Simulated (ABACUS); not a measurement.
A run of ABACUS 3.10.1 is set up as follows.

INPUT

```
INPUT_PARAMETERS
suffix              In
calculation         scf
basis_type          pw
pseudo_dir          ./
symmetry            1
dft_functional      pbe
ecutwfc             71
pseudo_rcut         10
nspin               1
nbands              11
ks_solver           dav
smearing_method     fd
smearing_sigma      0.00367493
scf_thr             1e-08
scf_nmax            100
mixing_type         broyden
mixing_beta         0.7
cal_force           1
cal_stress          1
out_chg             1
out_pot             2
out_elf             1
```

STRU

```
ATOMIC_SPECIES
In 114.8180 In.upf

LATTICE_CONSTANT
1.8897261246

LATTICE_VECTORS
-1.6254700000 1.6254700000 2.4737000000
1.6254700000 -1.6254700000 2.4737000000
1.6254700000 1.6254700000 -2.4737000000

ATOMIC_POSITIONS
Direct

In
0.0
1
0.0000000000 0.0000000000 0.0000000000 1 1 1
```

File KPT:

```
K_POINTS
0
Gamma
11 11 11 0 0 0
```

Potentials or basis: PseudoDojo NC SR 0.4.1 PBE standard, plane waves.

The run is started by

```sh
$ OMP_NUM_THREADS=1 mpirun -np 4 abacus > log
```

**Question.** Predict the band gap on the k mesh.

**Answer.** None (metal or under the smearing width).

**Question.** What does it give for the pressure?

**Answer.** 2.0 GPa.

Stress tensor (GPa, compression positive):
```
2.19 0.00 0.00
0.00 2.19 0.00
0.00 0.00 1.65
```
